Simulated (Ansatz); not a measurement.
# AlNi (Pm-3m) in Ansatz: a series of runs

One crystal, AlNi, is run at these levels: PBEsol; tasks: phonons, elastic constants.

All numbers are computed with Ansatz 0.2.0; they aren't measurements. Logs are shortened: lines on timing, memory, paths and dates and some standing lists are left out, and cuts for length are marked.

## 1. The crystal as given

Symmetry: Pm-3m, No. 221, cubic system. The conventional cell has a = 2.881 Å, b = 2.881 Å, c = 2.881 Å, α = 90.00°, β = 90.00°, γ = 90.00°. Around Ni (site symmetry m-3m) lie 8 Al at 2.50 Å. Around Al (site symmetry m-3m) lie 8 Ni at 2.50 Å.

## 2. Phonons, PBEsol, collinear spin, ferromagnetic start

The input, input.yaml:

```yaml
crystal:
  lattice:
    - [2.881, 0.0, 0.0]
    - [0.0, 2.881, 0.0]
    - [0.0, 0.0, 2.881]
  atoms:
    - { symbol: Ni, position: [0.5, 0.5, 0.5], spin: 1.0 }
    - { symbol: Al, position: [0.0, 0.0, 0.0] }
hamiltonian:
  xc: pbesol
  pseudopotentials: { kind: paw }
magnetization:
  spin_polarized: true
kpoints:
  mp_grid: { grid: [8, 8, 8] }
scf:
  occupations: { method: fermi_dirac, width: 0.05 }
phonons:
  method: dfpt
  qmesh: [2, 2, 2]
  temperatures: { t_max: 1000, t_step: 100 }
  qpath:
    path:
      - [[0.0, 0.0, 0.0], [0.0, 0.5, 0.0], [0.5, 0.5, 0.0], [0.0, 0.0, 0.0], [0.5, 0.5, 0.5], [0.0, 0.5, 0.0]]
      - [[0.5, 0.5, 0.0], [0.5, 0.5, 0.5]]
    npoints: 8
```

Potentials or basis: Ansatz PAW.

On the command line:

```sh
$ ansatz run input.yaml --threads 2 --pin off --max-ram 5632MiB --backend cpu --events-out ev --progress --plain --runs-dir out
```

The program printed:

```text
Warning: RAYON_NUM_THREADS=2 ignored (pool sized by the plan → 2); use --threads N
Engine: ansatz 0.2.0, x86_64-unknown-linux-gnu
Pseudopotentials: kind: paw
Pseudopotential: Ni, paw, valence charge 18, recommended cutoff 420 eV (normal), Ni.paw.azcp
Pseudopotential: Al, paw, valence charge 3, recommended cutoff 420 eV (normal), Al.paw.azcp
Functional definition: PBEsol
  exchange = pbesol_x
  correlation = pbesol_c
Crystal: 2 atoms, lattice volume = 23.913 Å³
Basis set: ecut = 420 eV, 461 PW (Γ), exchange–correlation on 40×40×40 points (8 copies of the dense FFT grid, shifted against one another)
Bands: 15, of which v1, the nominal top of the filled ones, is band 11 counted from 1 (10 counted from 0)
Symmetry: 48 space group operations
Space group: Pm-3m (ITA 221), of the structure as read, at distance tolerance 2.9e-5 Å
Magnetic group: BNS 221.92 (UNI 1594), of the structure as read, at distance tolerance 2.9e-5 Å
k-points: 35 of 512
Non-local potential: Ni, projectors of the file, l = 0: 3, l = 1: 2, l = 2: 3, l = 3: 1
Non-local potential: Al, projectors of the file, l = 0: 2, l = 1: 2, l = 2: 1
PAW form: soft (Blöchl's): semilocal exchange-correlation on the pseudo side does not see the compensation charge
PAW frozen core: Ni, regenerated for the run's functional, and the local potential with it (the file was generated under x = pbe(κ = 0.804, μ = 0.2195149727645171), c = pbe(β = 0.06672455060314922))
PAW frozen core: Al, regenerated for the run's functional, and the local potential with it (the file was generated under x = pbe(κ = 0.804, μ = 0.2195149727645171), c = pbe(β = 0.06672455060314922))
PAW one-centre angular grid: Ni, 590 points (default); XC on 64 Gauss nodes
PAW one-centre angular grid: Al, 110 points (default); XC on 64 Gauss nodes
Initial density: superposition of atomic densities (chi_scale 0.1, normalization cell)
Starting moments: Σ|m| = 1 μB on 1 of 2 sites
Initial wavefunctions: pseudopotential atomic-orbital guess
Functional: x = pbesol(κ = 0.804, μ = 0.12345679012345678), c = pbesol(β = 0.046)
SCF 1 converged in 11 iterations: F = -6330.857842 eV  dr2 = 3.13e-9
Initial density: read from a saved state, or passed on in memory by an earlier SCF of this step, an earlier step, the calling program or the single point that the run made first
Stability of the state it starts from, as read at its close in the collinear treatment: not read negative (Ritz values of 1 − χ₀K, real part plus size of imaginary part, from 0.69 to 0.81, by its mixing steps under the symmetry group of the SCF that read it); its run was given moments
iter 1 solved again at ethr=7.10e-9 eV; its pass at ethr=3.10e-3 eV (dr2=1.49e-6 eV) is discarded
SCF iter   1: F=—  HF=-6330.857842 eV  |F-HF|=—  |Δ(HF+E_count)|=         —  Δρ=2.22e-6 (↑2.22e-6 ↓2.22e-6)  dr2=3.41e-9  dr2_m=0.00e0  M=0.000 μB ∫|m|=0.000 μB  β_m=0.30  ethr=7.10e-9  ⟨swp⟩=3.1  Hψ=4079  notcnv=0
preconditioner: auto → none  [insulator: Δε(μ)=0.148 eV  Ē_g=9.636 eV  σ=0.050 eV  W_gap=0.60  n_scr=6 (ndim 8)  ℏωp=27.4 eV  f_vac=0.000  D(μ)=1.24/eV (n_scr^D=6)  ε∞_Penn≈9.1]
SCF iter   2: F=—  HF=-6330.857842 eV  |F-HF|=—  |Δ(HF+E_count)|=  1.80e-10  Δρ=2.72e-6 (↑2.72e-6 ↓2.72e-6)  dr2=4.57e-9  dr2_m=0.00e0  M=0.000 μB ∫|m|=0.000 μB  β_m=0.30  ethr=1.63e-11  ⟨swp⟩=2.0  Hψ=887  notcnv=0
SCF iter   3: F=—  HF=-6330.857842 eV  |F-HF|=—  |Δ(HF+E_count)|=  6.60e-10  Δρ=1.79e-7 (↑1.79e-7 ↓1.79e-7)  dr2=2.47e-11  dr2_m=0.00e0  M=0.000 μB ∫|m|=0.000 μB  β_m=0.51  ethr=1.63e-11  ⟨swp⟩=2.3  Hψ=680  notcnv=0
SCF iter   4: F=-6330.857842 eV  HF=-6330.857842 eV  |F-HF|=9.09e-12  |Δ(HF+E_count)|=    0.00e0  Δρ=1.18e-7 (↑1.18e-7 ↓1.18e-7)  dr2=8.86e-12  dr2_m=0.00e0  M=0.000 μB ∫|m|=0.000 μB  ethr=1.00e-12  ⟨swp⟩=5.2  Hψ=2050  notcnv=0
SCF 2 converged in 4 iterations: F = -6330.857842 eV  dr2 = 8.86e-12
iter 1 solved again at ethr=6.51e-9 eV; its pass at ethr=3.10e-3 eV (dr2=1.37e-6 eV) is discarded
SCF iter   1: F=—  HF=-6330.857842 eV  |F-HF|=—  |Δ(HF+E_count)|=         —  Δρ=2.25e-7 (↑2.25e-7 ↓2.25e-7)  dr2=3.26e-11  dr2_m=0.00e0  M=0.000 μB ∫|m|=0.000 μB  β_m=0.30  ethr=6.51e-9  ⟨swp⟩=3.1  Hψ=4092  notcnv=0
SCF iter   2: F=—  HF=-6330.857842 eV  |F-HF|=—  |Δ(HF+E_count)|=  1.59e-10  Δρ=3.73e-7 (↑3.73e-7 ↓3.73e-7)  dr2=8.99e-11  dr2_m=0.00e0  M=0.000 μB ∫|m|=0.000 μB  β_m=0.30  ethr=1.00e-12  ⟨swp⟩=2.5  Hψ=909  notcnv=0
SCF iter   3: F=-6330.857842 eV  HF=-6330.857842 eV  |F-HF|=2.73e-12  |Δ(HF+E_count)|=  1.27e-11  Δρ=5.39e-8 (↑5.39e-8 ↓5.39e-8)  dr2=1.95e-12  dr2_m=0.00e0  M=0.000 μB ∫|m|=0.000 μB  ethr=1.00e-12  ⟨swp⟩=2.5  Hψ=1661  notcnv=0
SCF 3 converged in 3 iterations: F = -6330.857842 eV  dr2 = 1.95e-12
phonons: the bands overlap, so this run is a metal and interpolates without the dipole-dipole term. If the crystal is really an insulator or semiconductor, its LO-TO splitting is missing
NSCF: frozen V_eff on 35 k-points
NSCF: frozen V_eff on 75 k-points
DFPT response loops at q = (0, 0, 0) (fractional): preconditioner auto → Kerker (q_TF=auto, 2.670 Å⁻¹) (partly filled bands, converged f_vac=0.000); β = 1.00, the filter's whole step (`scf.mixing.beta` (0.30) is not read by the response loops under this deck's `scf.mixing.preconditioner`; to damp them name `kerker` or `kerker_dos`, under which they read `scf.mixing.beta`, and type it under 1.00, their step now; both keys bind the ground state too); Broyden in place of MSR1
NSCF: frozen V_eff on 250 k-points
DFPT response loops at q = (0, 0, -0.5) (fractional): mixed as the last ones told, above
NSCF: frozen V_eff on 250 k-points
DFPT response loops at q = (0, -0.5, -0.5) (fractional): mixed as the last ones told, above
NSCF: frozen V_eff on 150 k-points
DFPT response loops at q = (-0.5, -0.5, -0.5) (fractional): mixed as the last ones told, above
SCF converged after 4 iterations
Magnetization: 0.0000 μB (10.5000 up, 10.5000 down)
Absolute magnetization: 0.0000 μB (∫|ρ↑−ρ↓|)
Spin contamination: 0.0000 ħ² per cell (⟨S²⟩ above its minimum at these occupations)
Per-site moments (μB) at R_I (Å): [(0.0, 1.0291954151749743), (0.0, 1.0291954151749743)]
Free energy (F): -6330.857842 eV
Harris-Foulkes:  -6330.857842 eV  (|F-HF|=9.09e-12)
Internal energy: -6330.847762 eV  (E = F + TS)
E sigma→0 (E₀):  -6330.852802 eV
Entropy (-TS):   -0.010080 eV (-5.040 meV/atom)
Fermi energy:    13.781117 eV
--- Per-component energies (eV) ---
  E_band       = -337.516170
  E_kinetic    = 311.375461
  E_local      = -4446.461467  (includes V_loc(G=0)·N_el)
  E_nonlocal   = 648.835309
  E_hartree    = 1911.262276
  E_xc         = -125.546565
  E_vxc        = -140.673570  (∫ρ·V_xc dr)
  E_paw        = -2052.915292  (= ΣΔE_a)
  E_vpaw       = -533.116657  (= ΣTr[D̂ρ^β])
  E_aug_tail   = 0.000464  (compensation charges beyond the density's cutoff)
  E_ewald      = -2577.614375
  E_core_change = 0.216428  (= ΣΔE_core)
  E_smearing   = -0.010080  (= −TS)
  E_closure    = 0.000000  (closes the sum)
  Σ components = -6330.857842   (vs F -6330.857842, Δ=0.00e0)
--- Band table (eV; the first three rows and the last of 70) ---
  k-point 0 ↑: bands = ["-89.1510", "-49.6991", "-49.6991", "-49.6991", "2.6949", "10.6044", "10.6044", "12.3153", "12.3153", "12.3153", "19.3221", "19.3221", "19.3221", "21.9673", "21.9673"]
  k-point 1 ↑: bands = ["-89.1508", "-49.7025", "-49.6989", "-49.6989", "2.9821", "10.5701", "10.6707", "12.1953", "12.1953", "12.3284", "17.1619", "19.6965", "19.6965", "21.9820", "23.7951"]
  k-point 2 ↑: bands = ["-89.1503", "-49.7108", "-49.6983", "-49.6983", "3.8308", "10.2091", "10.8358", "11.9310", "11.9310", "12.3601", "14.6718", "20.7289", "20.7289", "22.0228", "25.4620"]
  k-point 34 ↓: bands = ["-89.1467", "-49.7181", "-49.7181", "-49.7181", "9.7434", "9.7434", "9.7434", "12.8770", "12.8770", "15.7970", "15.7970", "15.7970", "17.5616", "18.3331", "18.3331"]
--- Phonons (Γ-DFPT): 2 representative perturbations + reference (Σ response iterations 6) ---
  ASR residual: 4.635e-4 → 0.000e0 eV/Å²; symmetrization residual: 6.948e-7 eV/Å²
  ASR residual per site (eV/Å²): 4.63e-4 5.92e-5
  Γ frequencies (cm⁻¹): 0.00 0.00 0.00 291.83 291.83 291.83
--- Phonons (arbitrary-q DFPT): 4 irreducible q on the 2×2×2 mesh ---
  q = [0.0000, 0.0000, 0.0000] (star 1, of the zone-centre solve; hermiticity 2.40e-7, symmetrization 3.19e-13): -0.00 0.00 0.00 291.83 291.83 291.83
  q = [0.0000, 0.0000, -0.5000] (star 3, 4 solved perturbations in 400 linear systems a pass and spin channel, the states on 125 of 512 k-point pairs; hermiticity 5.69e-14, symmetrization 6.15e-13): 167.84 167.84 197.35 261.84 261.84 356.96
  q = [0.0000, -0.5000, -0.5000] (star 3, 4 solved perturbations in 400 linear systems a pass and spin channel, the states on 125 of 512 k-point pairs; hermiticity 1.96e-7, symmetrization 2.87e-13): 124.86 124.86 191.37 254.92 346.42 346.42
  q = [-0.5000, -0.5000, -0.5000] (star 1, 2 solved perturbations on 75 of 512 k-point pairs; hermiticity 1.71e-13, symmetrization 1.43e-12): 153.78 153.78 153.78 330.37 330.37 330.37
  sum rule: each row above includes the acoustic sum rule's correction from the zone centre's row sums; it moved no ω² by more than (1.47 cm⁻¹)²
  mesh force constants: q→R imaginary residual 1.94e-17; ASR residual 4.635e-4 → 0.000e0 eV/Å²; symmetrization residual 8.882e-15 eV/Å²
  interpolated dispersion: 50 rows × 6 modes
  density of states and harmonic sums: on the 22×22×22 q-mesh, interpolated from the force constants of a 2×2×2 supercell (no non-analytic term)
  largest difference from the sums on the solved wave vectors: F 6.62e-2 eV, S 9.85e-5 and C_V 3.23e-5 eV/K
  zero-point energy: 0.085069 eV/cell   skipped modes (ω ≤ 0): 3   left out of the sums: 4.70e-5 of the cell's modes: C_V's classical limit lies that fraction below 3 k_B per atom; for a crystal, a wire or a layer, F and S can be off by more, and a phonons.interpolated_qmesh denser along its periods is the remedy for the sampling
```

Run time: 25 s. Hardware: 2 threads of Intel Xeon Platinum 8559C (Emerald Rapids), shared host; peak memory 0.66 GiB.

Results:

```yaml
Free_energy: -6330.8578 eV
Band_gap_on_the_k_mesh: none (metal or under the smearing width)
Net_moment: 0.00 μB per cell
Absolute_moment: 0.00 μB per cell
Highest_phonon_frequency: 357 cm⁻¹
```

Phonon frequencies in cm⁻¹ (negative: imaginary):
| q point | frequencies |
| --- | --- |
| (0.000, 0.000, 0.000) | 0 0 0 292 292 292 |
| (0.000, 0.000, -0.500) | 168 168 197 262 262 357 |
| (0.000, -0.500, -0.500) | 125 125 191 255 346 346 |
| (-0.500, -0.500, -0.500) | 154 154 154 330 330 330 |

Caveat: the q mesh is small, so phonon branches between its points and thermal values are rough; the PAW data sets come from PBE, with cores solved anew for the run's functional, which leaves a small shift of forces and pressure.

## 3. Elastic constants, PBEsol, collinear spin, ferromagnetic start

The input, input.yaml:

```yaml
crystal:
  lattice:
    - [2.881, 0.0, 0.0]
    - [0.0, 2.881, 0.0]
    - [0.0, 0.0, 2.881]
  atoms:
    - { symbol: Ni, position: [0.5, 0.5, 0.5], spin: 1.0 }
    - { symbol: Al, position: [0.0, 0.0, 0.0] }
hamiltonian:
  xc: pbesol
  pseudopotentials: { kind: paw }
magnetization:
  spin_polarized: true
kpoints:
  mp_grid: { grid: [8, 8, 8] }
scf:
  occupations: { method: fermi_dirac, width: 0.05 }
output:
  forces: true
  stress: true
elastic:
  mode: clamped_ion
  stencil: two_point
```

Potentials or basis: Ansatz PAW.

On the command line:

```sh
$ ansatz run input.yaml --threads 2 --pin off --max-ram 5632MiB --backend cpu --events-out ev --progress --plain --runs-dir out
```

The program printed:

```text
Warning: RAYON_NUM_THREADS=2 ignored (pool sized by the plan → 2); use --threads N
Engine: ansatz 0.2.0, x86_64-unknown-linux-gnu
Pseudopotentials: kind: paw
Pseudopotential: Ni, paw, valence charge 18, recommended cutoff 420 eV (normal), Ni.paw.azcp
Pseudopotential: Al, paw, valence charge 3, recommended cutoff 420 eV (normal), Al.paw.azcp
Functional definition: PBEsol
  exchange = pbesol_x
  correlation = pbesol_c
Crystal: 2 atoms, lattice volume = 23.913 Å³
Basis set: ecut = 420 eV, 461 PW (Γ), exchange–correlation on 40×40×40 points (8 copies of the dense FFT grid, shifted against one another)
Bands: 15, of which v1, the nominal top of the filled ones, is band 11 counted from 1 (10 counted from 0)
Symmetry: 48 space group operations
Space group: Pm-3m (ITA 221), of the structure as read, at distance tolerance 2.9e-5 Å
Magnetic group: BNS 221.92 (UNI 1594), of the structure as read, at distance tolerance 2.9e-5 Å
k-points: 35 of 512
[... 112 lines left out ...]
  dense FFT box of the reference and of every strained cell: 20×20×20
  strains applied: 11, 23; error gains: componentwise 1.00 (the most a stress slope's error grows in a printed constant), spectral 1.73 (1 for all six strains in a standard setting)
  C = ∂σ_k/∂η_j (tension-positive GPa; Voigt order 11 22 33 23 13 12):
       186.751    146.454    146.454     -0.000     -0.000     -0.000
       146.454    186.751    146.454     -0.000     -0.000     -0.000
       146.454    146.454    186.751     -0.000     -0.000     -0.000
        -0.000     -0.000      0.000    122.757      0.000      0.000
         0.000      0.000     -0.000     -0.000    122.757      0.000
        -0.000      0.000      0.000      0.000      0.000    122.757
  reference stress σ⁰ (GPa):      3.115      3.115      3.115     -0.000     -0.000      0.000
  C* (energy form; C + prestress term) asymmetry max|C*_kj − C*_jk| = 2.842e-14 GPa — a small one proves nothing (zero by symmetry where the batch's group is 432, −43m or m−3m); a large one is finite-difference/SCF noise where every solve meets its electron count
  moduli (Voigt/Reuss/Hill, GPa): K = 159.89/159.89/159.89   G = 81.71/40.42/61.07   E = 162.51   ν = 0.331
  mechanically stable: yes (min eigenvalue of sym C = 40.30 GPa)
  strain η (Voigt 11):  stress-route row diagonal C_11 = 186.75 GPa, energy-path curvature d²(F+E_count+ΔE)/dδ²/Ω₀ = 186.63 GPa
         δ    σ_11 (GPa)             F (eV)   n_scf  n_hpsi   n_pw
    -2.000e-3       2.7372       -6330.8587174       9   20930    480
     2.000e-3       3.4842       -6330.8568535       6   17152    480
  strain η (Voigt 23):  stress-route row diagonal C_44 = 122.76 GPa, energy-path curvature d²(F+E_count+ΔE)/dδ²/Ω₀ = 121.06 GPa
         δ    σ_23 (GPa)             F (eV)   n_scf  n_hpsi   n_pw
    -2.000e-3      -0.2455       -6330.8578050       7   26933    480
     2.000e-3       0.2455       -6330.8578050       5   23242    480
```

It took 4.7 s on 2 threads of Intel Xeon Platinum 8559C (Emerald Rapids), shared host; peak memory 0.42 GiB.

What came out:

- Free energy: -6330.8578 eV
- Pressure: -3.1 GPa
- Band gap on the k mesh: none (metal or under the smearing width)
- Net moment: 0.00 μB per cell
- Absolute moment: 0.00 μB per cell
- Clamped-ion elastic constants C11, C12, C44: 187, 146, 123 GPa
- Voigt bulk modulus: 160 GPa

Elastic tensor in Voigt notation (GPa, ions clamped, in the Cartesian axes of the cell as first typed):
```
187 146 146   0   0   0
146 187 146   0   0   0
146 146 187   0   0   0
  0   0   0 123   0   0
  0   0   0   0 123   0
  0   0   0   0   0 123
```

Caveat: the cell is more than 3 GPa from zero pressure, which shifts response properties; elastic constants of metals need much finer meshes, so these are rough; the PAW data sets come from PBE, with cores solved anew for the run's functional, which leaves a small shift of forces and pressure.
